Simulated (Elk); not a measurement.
CdI₂: computed DOS

```
Cd I
1.0
     4.29101    0.00000    0.00000
    -2.14551    3.71612    0.00000
     0.00000    0.00000    7.30358
Cd I
1 2
Direct
  0.00000 0.00000 0.00000
  0.33333 0.66667 0.23579
  0.66667 0.33333 0.76421
```

Structure from Materials Project entry mp-567259 (possibly hypothetical), not relaxed further.

No spin–orbit coupling, which matters for the heavy atoms here.

Computed with DFT, TB-mBJ exchange potential with LDA correlation, all-electron APW+lo, Dirac cores, scalar-relativistic bands (Elk 11.2.3 with local patches).

Sampling and basis: a Γ-centred 8×8×4 k mesh, Fermi–Dirac smearing of 0.0272 eV, R·Kmax = 8 on the mean sphere radius, lmax = 10, no spin polarisation; the energy settled, though the test on the potential was never met; no run of a second program bears this one out, and levels, gaps and moments can depend on Elk's basis and start.

States per eV and cell, averaged over 0.6 eV, from -3.8 to 3.5 eV, with energies (bin centres) from the valence-band top; empty bins are left out. The partial columns, the largest 4 alone, are parts inside the muffin-tin spheres by angular momentum, or the part between the spheres (interstitial), summed over atoms of an element.

```csv
E (eV),total,I p,interstitial,Cd s,Cd p
-3.6,0.06,0.02,0.02,0.01,0.00
-3.0,2.72,1.06,1.13,0.42,0.00
-2.4,1.91,0.88,0.81,0.10,0.06
-1.9,2.42,1.26,1.01,0.01,0.10
-1.3,4.20,2.39,1.58,0.01,0.15
-0.7,4.67,2.91,1.56,0.01,0.07
-0.1,4.74,3.10,1.46,0.00,0.02
0.4,0.04,0.02,0.01,0.00,0.00
3.3,0.27,0.05,0.10,0.10,0.00
```

Which of the resolved shells contributes most in the top eV of the valence band?

I p, with 64 % of all states there; Cd d follows with 3 %.
